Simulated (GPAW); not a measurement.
# La (Im-3m) in GPAW: a series of runs, part 3 of 3

GPAW 26.7.0. Earlier steps stand in the parts before.

### 5 Band structure, PBE

The input, run.py:

```python
from ase.dft.bandgap import bandgap
from ase.io import write
from ase.spacegroup import crystal
from gpaw import GPAW

# La 2a
atoms = crystal(['La'],
                basis=[[0.0, 0.0, 0.0]],
                spacegroup=229, setting=1,  # Im-3m
                cellpar=[4.24766214, 4.24766214, 4.24766214, 90.0, 90.0, 90.0],
                primitive_cell=True)

calc = GPAW(mode='fd',
            h=0.2,
            xc='PBE',
            kpts={'size': (7, 7, 7), 'gamma': True},
            occupations={'name': 'fermi-dirac', 'width': 0.05},
            nbands=16,
            convergence={'density': 1e-05, 'energy': 1e-05},
            maxiter=150,
            txt='gpaw.txt')
atoms.calc = calc
energy = atoms.get_potential_energy()
forces = atoms.get_forces()
calc.write('gs.gpw')
write('result.traj', atoms)
print(f'Energy: {energy:.6f} eV')
print('Forces (eV/A):')
print(forces.round(4))
print('Fermi level:', round(calc.get_fermi_level(), 4), 'eV')
print(f'Gap: {bandgap(calc)[0]:.4f} eV, direct: {bandgap(calc, direct=True)[0]:.4f} eV')

path = atoms.cell.bandpath('GHNGPH,PN', npoints=80, eps=1e-4)
bs_calc = calc.fixed_density(kpts=path, symmetry='off', nbands=26,
                             convergence={'bands': 'CBM+6.0', 'eigenstates': 1e-6}, txt='bands.txt')
bs = bs_calc.band_structure()
bs.write('bs.json')
print(f'Gap on the path: {bandgap(bs_calc)[0]:.4f} eV')
```

Potentials or basis: GPAW PAW data sets (gpaw-data 1.2.1), fd.

On the command line:

```
$ OMP_NUM_THREADS=1 python run.py
```

gpaw.txt:

```text
__  _  _
 | _ |_)|_||  |
 |__||  | ||/\| - 26.7.0

Input parameters:
  mode=FD(),
  convergence={'density': 1e-05, 'energy': 1e-05},
  h=0.2,
  kpts=MonkhorstPack(size=(7, 7, 7), gamma=True),
  maxiter=150,
  nbands=16,
  occupations=Occupations(name='fermi-dirac', width=0.05),
  xc=XC(name='PBE')

Diagonalizing LCAO Hamiltonian
Converting LCAO to fd mode

       La

Atoms  # Å, Bohr magnetons
|   | symbol |        x |        y |        z |    initial magnetic moments |
|---|--------|----------|----------|----------|-----------------------------|
| 0 |     La | 0.000000 | 0.000000 | 0.000000 | ( 0.0000,  0.0000,  0.0000) |

Unit cell  # Å
| periodic |         x |         y |         z |  lengths |     angles |
|----------|-----------|-----------|-----------|----------|------------|
|      yes | -2.123831 |  2.123831 |  2.123831 | 3.678583 | 109.471221 |
|      yes |  2.123831 | -2.123831 |  2.123831 | 3.678583 | 109.471221 |
[... 177 lines left out ...]
|iter:  10| |   -4.556579c| -6.13 | -5.45c|
|iter:  11| |   -4.556578c| -6.57 | -5.90c|
|iter:  12| |   -4.556578c| -7.08 | -6.38c|
|iter:  13| |   -4.556578c| -7.50c| -6.44c|

Converged in 13 steps
Energy contributions relative to reference atoms: (reference = -231113.122721)

Energy contributions:
  Kinetic:           5.726040
  Coulomb:          -2.976228
  Zero:             -0.127409
  External:          0.000000
  Xc:               -7.164691
  Entropy:          -0.028580
  Spinorbit:         0.000000
  ----------------------------
  Free energy:      -4.570868
  Extrapolated:     -4.556578

dipole moment: (-13.636660, -13.636660, -13.636660)  # |e|*Ang

Fermi level: 9.385
Eigenvalues  # (at kpt = [0.000, 0.000, 0.000])
| band index |      eig [eV] | occ [0-2] |
|------------|---------------|-----------|
|          0 |       -23.582 |     2.000 |
|          1 |        -6.588 |     2.000 |
|          2 |        -6.584 |     2.000 |
|          3 |        -6.584 |     2.000 |
|          4 |         6.136 |     2.000 |
|          5 |        10.818 |     0.000 |
|          6 |        10.818 |     0.000 |
|          7 |        10.821 |     0.000 |
|          8 |        10.842 |     0.000 |
|          9 |        10.846 |     0.000 |
|         10 |        10.846 |     0.000 |
|         11 |        11.446 |     0.000 |
|         12 |        11.446 |     0.000 |
|        ... |               |           |
|         15 |        13.007 |     0.000 |

No gap
No difference between direct/indirect transitions

Forces  # eV/Ang
|       x |       y |       z |
|---------|---------|---------|
| 0.00000 | 0.00000 | 0.00000 |  # La   0

# Writing to gs.gpw (mode='')
```

stdout:

```text
Energy: -4.556578 eV
Forces (eV/A):
[[0. 0. 0.]]
Fermi level: 9.3851 eV
Gap: 0.0000 eV, direct: 0.0000 eV
Gap on the path: 0.0000 eV
```

bands.txt:

```text
Diagonalizing LCAO Hamiltonian
Converting LCAO to fd mode
convergence criteria:
- Maximum integral of absolute [eigenst]ate change: 1e-06 eV^2 / valence electron
maximum number of iterations: 150

SCF iterations
|iter     | |      energy | eigst |  dens |
|---------|-|-------------|-------|-------|
|iter:   1| |             | +0.61 |       |
[... 89 lines left out ...]
         [ 0.19444444,  0.19444444,  0.30555556],
         [ 0.16666667,  0.16666667,  0.33333333],
         [ 0.13888889,  0.13888889,  0.36111111],
         [ 0.11111111,  0.11111111,  0.38888889],
         [ 0.08333333,  0.08333333,  0.41666667],
         [ 0.05555556,  0.05555556,  0.44444444],
         [ 0.02777778,  0.02777778,  0.47222222],
         [ 0.        ,  0.        ,  0.5       ]])),
  maxiter=150,
  nbands=26,
  occupations=Occupations(name='fermi-dirac', width=0.05),
  symmetry=Symmetry(point_group=False, time_reversal=False),
  xc=XC(name='PBE')
```

Wall time 54 s (1 thread of Arm Neoverse V2, shared host); peak memory 0.35 GiB.

Results:

```yaml
Free_energy: -4.5709 eV
Band_gap_along_the_path: none (metal or under the smearing width)
```

Levels at the corners of the path, in eV from the Fermi level:
```
point  band 1  band 2  band 3  band 4  band 5  band 6  band 7  band 8  band 9  band 10
    Γ  -32.97  -15.97  -15.97  -15.97   -3.25    1.43    1.43    1.44    1.46     1.46
    H  -32.65  -16.82  -16.82  -16.82   -1.81   -1.81    1.49    1.66    1.66     1.66
    N  -32.78  -17.23  -16.36  -15.99   -1.79   -0.19    1.43    1.48    1.68     1.98
    Γ  -32.97  -15.97  -15.97  -15.97   -3.25    1.43    1.43    1.44    1.46     1.46
    P  -32.77  -16.63  -16.63  -16.63    0.37    0.37    0.37    1.61    1.83     1.83
    H  -32.65  -16.82  -16.82  -16.82   -1.81   -1.81    1.49    1.66    1.66     1.66
    P  -32.77  -16.63  -16.63  -16.63    0.37    0.37    0.37    1.61    1.83     1.83
    N  -32.78  -17.23  -16.36  -15.99   -1.79   -0.19    1.43    1.48    1.68     1.98
```

Caveat: one-centre terms of the f shell are cut off; the real-space grid adds noise to forces; this data set isn't filtered on real-space grids, so forces and energies are noisy; spin-orbit coupling is left out, which moves the levels of the heavy elements.

### 6 Overview

```csv
task,level,potentials or basis,spin,k mesh,cutoff (eV),hybrids on these orbitals,band path,band points,spin axis theta (degrees),spin axis phi (degrees),grid spacing,pressure (GPa)
equation of state,r2SCAN+D3(BJ),"GPAW PAW data sets (gpaw-data 1.2.1), pw",off,7 × 7 × 7,800,-,-,-,-,-,-,-
one-shot levels on a semilocal density,PBE,"GPAW PAW data sets (gpaw-data 1.2.1), pw",off,6 × 6 × 6,600,"["HSE06", "B3LYP", "HSE03"]",-,-,-,-,-,0.5
band structure,LDA,"the program's PAW data sets (release 1.2.1) made for this functional, pw","SOC, no magnetisation",7 × 7 × 7,800,-,"GHNGPH,PN",80,90,45,-,-3.5
band structure,PBE,"GPAW PAW data sets (gpaw-data 1.2.1), fd",off,7 × 7 × 7,-,-,"GHNGPH,PN",80,-,-,0.2 Å,-
```

Alike in all rows: cell as given; smearing fermi-dirac 0.05 eV.

Caveats: one-centre terms of the f shell are cut off; the points scatter about the fit (some runs); the PAW data sets were made with another functional, which shifts forces and pressure a little (some runs); the cutoff is short for stress and forces, so pressures can be off by a GPa or more (some runs); one-shot exact exchange on a metal's smeared states is rough (some runs); spin-orbit coupling was added after a scalar SCF, so levels and gaps hold it while energy, forces, pressure and moments don't (some runs).

Total energies depend on the potentials used, so only differences within one code and one set of settings carry meaning.
